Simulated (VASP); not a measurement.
Runs of VASP 6.6.1 on Sb. The structure is cubic, space group Fm-3m (No. 225). Conventional cell: a = 4.773 Å, b = 4.773 Å, c = 4.773 Å, α = 90.00°, β = 90.00°, γ = 90.00°. Sb (site symmetry m-3m) has 12 Sb at 3.37 Å as nearest neighbours. The cell was built by a generator and needn't be a form met in nature.

```csv
task,cell,k mesh,cutoff (eV),gap on the mesh (eV),pressure (GPa)
relaxation of cell and atoms,relaxed,11 × 11 × 11,600,none,0.0
single point,"Fm-3m, 27.89 Å³/atom",18 × 18 × 18,520,none,(a)
single point,"Fm-3m, 26.78 Å³/atom",13 × 13 × 13,520,none,2.4
single point,"Fm-3m, 29.01 Å³/atom",13 × 13 × 13,520,none,-2.0
single point,"Fm-3m, 27.89 Å³/atom",11 × 11 × 11,520,none,-0.2
```

Alike in all rows: level revPBE; potentials or basis VASP PAW PBE potentials, release 64 (Sb); no spin polarisation; smearing fermi-dirac 0.1 eV.

Q: Estimate the missing entries.

A: (a) -0.1.

Caveats: the PAW data sets were made with another functional, which shifts forces and pressure a little.

A k mesh can miss the band edges, and the runs leave out spin-orbit coupling on Sb.

A gap of «none» marks a metal or a gap under the smearing width.
